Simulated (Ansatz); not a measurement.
# ZnS (F-43m) in Ansatz: band structure with PBE0

Aim: the band structure of ZnS with PBE0.

All numbers are computed with Ansatz 0.2.0; they aren't measurements. Logs are shortened: lines on timing, memory, paths and dates and some standing lists are left out, and cuts for length are marked.

**Measured values to compare with.**

“Electronic, vibrational, and thermodynamic properties of ZnS (zincblende and rocksalt structure)”, 2009, arxiv:0911.5022 quotes, for a bulk crystal of ZnS at 19 K: band gap 3.85 eV (direct).

The results are compared with them further down.

## (1) The structure

It takes space group F-43m (No. 216, cubic). The conventional cell has a = 5.404 Å, b = 5.404 Å, c = 5.404 Å, α = 90.00°, β = 90.00°, γ = 90.00°. Zn (site symmetry -43m) is surrounded by 4 S at 2.34 Å. S (site symmetry -43m) is surrounded by 4 Zn at 2.34 Å.

## (2) Band structure, PBE0

File input.yaml:

```yaml
crystal:
  lattice:
    - [0.0, 2.702, 2.702]
    - [2.702, 0.0, 2.702]
    - [2.702, 2.702, 0.0]
  atoms:
    - { symbol: Zn, position: [0.75, 0.75, 0.75] }
    - { symbol: S, position: [0.0, 0.0, 0.0] }
hamiltonian:
  xc: pbe0
  pseudopotentials: { kind: paw }
kpoints:
  mp_grid: { grid: [5, 5, 5] }
  band_path:
    path:
      - [[0.0, 0.0, 0.0], [0.5, 0.0, 0.5], [0.5, 0.25, 0.75], [0.375, 0.375, 0.75], [0.0, 0.0, 0.0], [0.5, 0.5, 0.5], [0.625, 0.25, 0.625], [0.5, 0.25, 0.75], [0.5, 0.5, 0.5], [0.375, 0.375, 0.75]]
      - [[0.625, 0.25, 0.625], [0.5, 0.0, 0.5]]
    npoints: 4
scf:
  occupations: { method: fermi_dirac, width: 0.05 }
  n_extra_bands: 6
output:
  forces: true
  stress: true
  eigenvalues: true
  fatbands: false
```

Potentials or basis: Ansatz PAW.

Command:

```console
> ansatz run input.yaml --threads 2 --pin off --max-ram 5632MiB --backend cpu --events-out ev --progress --plain --runs-dir out
```

Log:

```text
Warning: output.stress: scf.convergence.dr2_threshold = 1e-7 eV (the SCF's general default) is looser than the 2e-10 eV advised for a printed stress (1e-10 eV for each atom of the cell: 2). What an SCF threshold leaves in a stress goes as its square root, and in the free energy as the threshold itself, and one threshold admits the most on a small cell: of the crystals measured, under no hybrid functional and no lock of the moments, on runs that ended without the residual-converged pass, on stresses that held no estimate of that error, the worst erred by over 100 MPa in a component at 1e-7 eV an atom and by under 5 at 1e-10. Set scf.convergence.dr2_threshold to 2e-10 eV or tighter. The threshold is an SCF's pass mark: one that does not reach it within its budget of iterations ends unconverged, or closes short of it on a stop that the run arms, and scf.convergence.dr2_threshold's page says what that costs each kind of run
Warning: output.stress: scf.exx.energy_threshold = 1e-6 eV is looser than the 2e-8 eV advised for a stress under a hybrid functional (1e-8 eV for each atom of the cell: 2). Every SCF of the exchange loop can meet its threshold on dr2 while the loop round them stops early: no threshold on dr2 bounds what that leaves in the stress. Set scf.exx.energy_threshold to 2e-8 eV or tighter. The threshold is the loop's pass mark: a loop that does not reach it within its budget of cycles ends unconverged, and scf.exx.energy_threshold's page has the law
Warning: RAYON_NUM_THREADS=2 ignored (pool sized by the plan → 2); use --threads N
scf.n_extra_bands = 6 over 9 filled bands (N_el = 18.0): the run solves 15 bands
Engine: ansatz 0.2.0, aarch64-unknown-linux-gnu
Pseudopotentials: kind: paw
Pseudopotential: Zn, paw, valence charge 12, recommended cutoff 420 eV (normal), Zn.paw.azcp
Pseudopotential: S, paw, valence charge 6, recommended cutoff 420 eV (normal), S.paw.azcp
Functional definition: PBE0
  parameter a = 0.25
  parameter kappa = 0.804
  parameter beta = 0.06672455060314922
  exchange = (1 - a)*pbe_x(kappa = kappa, mu = beta*pi^2/3) + a*exact_x
  correlation = pbe_c(beta = beta)
Crystal: 2 atoms, lattice volume = 39.454 Å³
Basis set: ecut = 420 eV, 749 PW (Γ), exchange–correlation on 54×54×54 points (8 copies of the dense FFT grid, shifted against one another)
Bands: 15, of which v1, the nominal top of the filled ones, is band 9 counted from 1 (8 counted from 0)
Symmetry: 24 space group operations
Space group: F-43m (ITA 216), of the structure as read, at distance tolerance 3.4e-5 Å
k-points: 10 of 125 (time reversal used)
Non-local potential: Zn, projectors of the file, l = 0: 2, l = 1: 2, l = 2: 3, l = 3: 1
Non-local potential: S, projectors of the file, l = 0: 2, l = 1: 2, l = 2: 2
PAW form: soft (Blöchl's): semilocal exchange-correlation on the pseudo side does not see the compensation charge
PAW frozen core: Zn, regenerated for the run's functional, and the local potential with it (the file was generated under x = pbe(κ = 0.804, μ = 0.2195149727645171), c = pbe(β = 0.06672455060314922))
PAW frozen core: S, regenerated for the run's functional, and the local potential with it (the file was generated under x = pbe(κ = 0.804, μ = 0.2195149727645171), c = pbe(β = 0.06672455060314922))
PAW one-centre angular grid: Zn, 590 points (default); XC on 64 Gauss nodes
PAW one-centre angular grid: S, 110 points (default); XC on 64 Gauss nodes
Initial density: superposition of atomic densities (neutral atoms: chi_scale 0, normalization atom), corrected by the library's trained network
Initial wavefunctions: pseudopotential atomic-orbital guess
Functional: x = pbe(κ = 0.804, μ = 0.2195149727645171), c = pbe(β = 0.06672455060314922), warm-up for x = 0.75 pbe(κ = 0.804, μ = 0.2195149727645171) + 0.25 exact, c = pbe(β = 0.06672455060314922)
SCF iter   1: F=—  HF=-4222.719325 eV  |F-HF|=—  |Δ(HF+E_count)|=         —  Δρ=1.55e-3  dr2=8.75e-4  ethr=1.77e-3  ⟨swp⟩=10.3  Hψ=798  notcnv=0
preconditioner: auto → none  [insulator: Δε(μ)=2.108 eV  Ē_g=13.927 eV  σ=0.050 eV  W_gap=1.00  n_scr=14 (ndim 8)  ℏωp=25.1 eV  f_vac=0.026  D(μ)=0.00/eV (n_scr^D=0)]
SCF iter   2: F=-4222.718456 eV  HF=-4222.719048 eV  |F-HF|=5.91e-4  |Δ(HF+E_count)|=   2.78e-4  Δρ=1.31e-3  dr2=4.37e-4  ethr=4.86e-6  ⟨swp⟩=4.2  Hψ=458  notcnv=0
SCF 1 stopped early in 2 iterations: F = -4222.718456 eV  dr2 = 4.37e-4
Initial density: handed on by an earlier stage of this run
Initial wavefunctions: those handed on with the density
Functional: x = 0.75 pbe(κ = 0.804, μ = 0.2195149727645171) + 0.25 exact, c = pbe(β = 0.06672455060314922)
Frozen-core exchange: fock
SCF iter   1: F=—  HF=-4223.674151 eV  |F-HF|=—  |Δ(HF+E_count)|=         —  Δρ=1.93e-2  dr2=7.56e-2  ethr=2.43e-5  ⟨swp⟩=5.2  Hψ=654  notcnv=0
preconditioner: auto → none  [insulator: Δε(μ)=3.970 eV  Ē_g=17.373 eV  σ=0.050 eV  W_gap=1.00  n_scr=14 (ndim 8)  ℏωp=25.1 eV  f_vac=0.026  D(μ)=0.00/eV (n_scr^D=0)]
SCF iter   2: F=—  HF=-4223.654347 eV  |F-HF|=—  |Δ(HF+E_count)|=   1.98e-2  Δρ=2.57e-3  dr2=5.20e-3  ethr=2.43e-5  ⟨swp⟩=4.0  Hψ=517  notcnv=0
SCF iter   3: F=—  HF=-4223.662095 eV  |F-HF|=—  |Δ(HF+E_count)|=   7.75e-3  Δρ=4.80e-3  dr2=4.66e-3  ethr=1.86e-5  ⟨swp⟩=4.0  Hψ=437  notcnv=0
SCF iter   4: F=—  HF=-4223.661546 eV  |F-HF|=—  |Δ(HF+E_count)|=   5.49e-4  Δρ=2.04e-3  dr2=7.97e-4  ethr=1.86e-5  ⟨swp⟩=2.0  Hψ=240  notcnv=0
SCF iter   5: F=—  HF=-4223.662506 eV  |F-HF|=—  |Δ(HF+E_count)|=   9.61e-4  Δρ=7.02e-4  dr2=1.09e-4  ethr=3.78e-6  ⟨swp⟩=2.0  Hψ=240  notcnv=0
iter 6 solved again at ethr=6.39e-9 eV; its pass at ethr=5.12e-7 eV (dr2=1.15e-6 eV) is discarded
SCF iter   6: F=-4223.662442 eV  HF=-4223.662443 eV  |F-HF|=7.75e-7  |Δ(HF+E_count)|=   6.31e-5  Δρ=5.48e-5  dr2=2.25e-6  ethr=6.39e-9  ⟨swp⟩=4.1  Hψ=708  notcnv=0  defer=2
SCF 2 stopped early in 6 iterations: F = -4223.662442 eV  dr2 = 2.25e-6
hybrid outer 1: dexx = +1.374e-2 eV, tail = 4.26e-5 eV
Frozen-core exchange: fock
SCF iter   1: F=—  HF=-4223.661901 eV  |F-HF|=—  |Δ(HF+E_count)|=         —  Δρ=1.20e-4  dr2=4.11e-6  ethr=1.18e-6  ⟨swp⟩=2.7  Hψ=309  notcnv=0
preconditioner: auto → none  [insulator: Δε(μ)=4.015 eV  Ē_g=17.125 eV  σ=0.050 eV  W_gap=1.00  n_scr=14 (ndim 8)  ℏωp=25.1 eV  f_vac=0.027  D(μ)=0.00/eV (n_scr^D=0)]
SCF iter   2: F=—  HF=-4223.661901 eV  |F-HF|=—  |Δ(HF+E_count)|=   5.99e-7  Δρ=2.07e-5  dr2=1.91e-7  ethr=1.79e-8  ⟨swp⟩=4.0  Hψ=352  notcnv=0
SCF iter   3: F=—  HF=-4223.661902 eV  |F-HF|=—  |Δ(HF+E_count)|=   8.21e-7  Δρ=2.08e-5  dr2=9.87e-8  ethr=2.92e-10  ⟨swp⟩=4.0  Hψ=461  notcnv=0
SCF iter   4: F=-4223.661902 eV  HF=-4223.661902 eV  |F-HF|=5.62e-9  |Δ(HF+E_count)|=   5.28e-8  Δρ=3.00e-6  dr2=7.19e-9  ethr=2.92e-10  ⟨swp⟩=3.9  Hψ=316  notcnv=0
SCF 3 converged in 4 iterations: F = -4223.661902 eV  dr2 = 7.19e-9
  Residual-converged pass: ⟨swp⟩=3.0  Hψ=301  notcnv=0  max |occ|·‖R‖ = 2.3e-6 eV (tolerance 2.4e-6 eV)  dr2=7.12e-9  dr2_onsite=4.65e-9  max |Δocc| = 1.5e-25
hybrid outer 2: dexx = +8.855e-7 eV, tail = 4.05e-8 eV, Δε = 4.28e-3 eV (about 1.74e-4 eV left of the loop's levels)
NSCF: frozen V_eff on 42 k-points
hybrid SCF converged: 2 outer / 10 inner (+2 warm-up), last move |dexx| = 8.85e-7 eV, tail = 4.05e-8 eV
Stability not checked: this state was not tested for a lower state beside it, because the functional holds exact exchange (a hybrid, or Hartree-Fock), whose exchange loop this test does not read (fock_operator; see scf.lower_state_search)
Free energy (F): -4223.661902 eV
Frozen-core exchange: fock
Harris-Foulkes:  -4223.661902 eV  (|F-HF|=5.62e-9)
Internal energy: -4223.661902 eV  (E = F + TS)
E sigma→0 (E₀):  -4223.661902 eV
Fermi energy:    6.718595 eV
--- Per-component energies (eV) ---
  E_band       = -34.611790
  E_kinetic    = 237.923737
  E_local      = -2050.825488  (includes V_loc(G=0)·N_el)
  E_nonlocal   = 647.340692
  E_hartree    = 862.315495
  E_xc         = -179.801607
  E_vxc        = -107.602097  (∫ρ·V_xc dr)
  E_exx        = -60.666555  (= α·E_x^exact, valence–valence)
  E_paw        = -2427.061344  (= ΣΔE_a)
  E_vpaw       = -364.747531  (= ΣTr[D̂ρ^β])
  E_aug_tail   = -0.000365  (compensation charges beyond the density's cutoff)
  E_ewald      = -1253.379294
  E_core_change = 0.492827  (= ΣΔE_core)
  E_smearing   = -0.000000  (= −TS)
  E_closure    = 0.000001  (closes the sum)
  Σ components = -4223.661902   (vs F -4223.661902, Δ=0.00e0)
--- Forces (eV/Å), atoms counted from 1 ---
  atom   1  Zn     0.00000000    -0.00000000    -0.00000000
  atom   2  S     -0.00000000     0.00000000     0.00000000
  max |Σ_I F_I| component: 3.70e-17 eV/Å
--- Stress (GPa, compression-positive) ---
        0.738862      -0.000000       0.000000
        0.000000       0.738862       0.000000
       -0.000000       0.000000       0.738862
  P = ⅓ Tr σ = 0.7389 GPa (7.389 kbar)
--- Band table (eV; the first three rows and the last of 10) ---
  k-point 0: bands = ["-9.6930", "-3.2732", "-3.2732", "-3.2732", "-2.8324", "-2.8324", "4.6833", "4.6833", "4.6833", "8.6987", "13.1005", "13.1005", "13.1005", "18.5484", "18.5484"]
  k-point 1: bands = ["-9.3863", "-3.2291", "-3.2291", "-3.2098", "-2.8341", "-2.8341", "2.3710", "4.3294", "4.3294", "10.0165", "13.2258", "13.6439", "13.6439", "17.6193", "17.6193"]
  k-point 2: bands = ["-8.8119", "-3.1735", "-3.1735", "-2.8154", "-2.8154", "-2.8098", "-0.4040", "3.8367", "3.8367", "10.0047", "13.6669", "13.6669", "15.2423", "18.6678", "19.2538"]
  k-point 9: bands = ["-8.4605", "-3.1126", "-3.0685", "-2.9120", "-2.8175", "-2.5153", "-0.0938", "1.6378", "2.4993", "11.9948", "12.5394", "13.8560", "16.6896", "18.0384", "20.2531"]
```

It took 96 s on 2 threads of Arm Neoverse V2, shared host; peak memory 0.74 GiB.

What came out:

- Free energy: -4223.6619 eV
- Pressure: 0.7 GPa
- Band gap on the k mesh: 4.02 eV, direct
- Band gap along the path: 4.02 eV, direct

Levels at the corners of the path, in eV from the valence-band top:
```tsv
point	band 7	band 8	band 9	band 10	band 11	band 12
Γ	0.00	0.00	0.00	4.02	8.42	8.42
X	-5.05	-2.37	-2.37	5.08	5.99	13.28
W	-4.87	-3.01	-2.90	7.50	8.29	9.97
K	-4.94	-3.39	-1.93	5.94	8.02	11.47
Γ	0.00	0.00	0.00	4.02	8.42	8.42
L	-5.66	-0.92	-0.92	5.26	8.91	8.91
U	-4.94	-3.39	-1.93	5.94	8.02	11.47
W	-4.87	-3.01	-2.90	7.50	8.29	9.97
L	-5.66	-0.92	-0.92	5.26	8.91	8.91
K	-4.94	-3.39	-1.93	5.94	8.02	11.47
U	-4.94	-3.39	-1.93	5.94	8.02	11.47
X	-5.05	-2.37	-2.37	5.08	5.99	13.28
```

Caveat: the PAW data sets come from PBE, with cores solved anew for the run's functional, which leaves a small shift of forces and pressure; the thresholds are loose for stress.

## (3) Comparison with measurements

Step 2. Against the measured gap of ZnS, 3.85 eV (direct; 19 K; quoted in “Electronic, vibrational, and thermodynamic properties of ZnS (zincblende and rocksalt structure)”, 2009, arxiv:0911.5022), the calculated 4.02 eV is off by +0.17 eV. The value is that of PBE0, without temperature or zero-point motion.
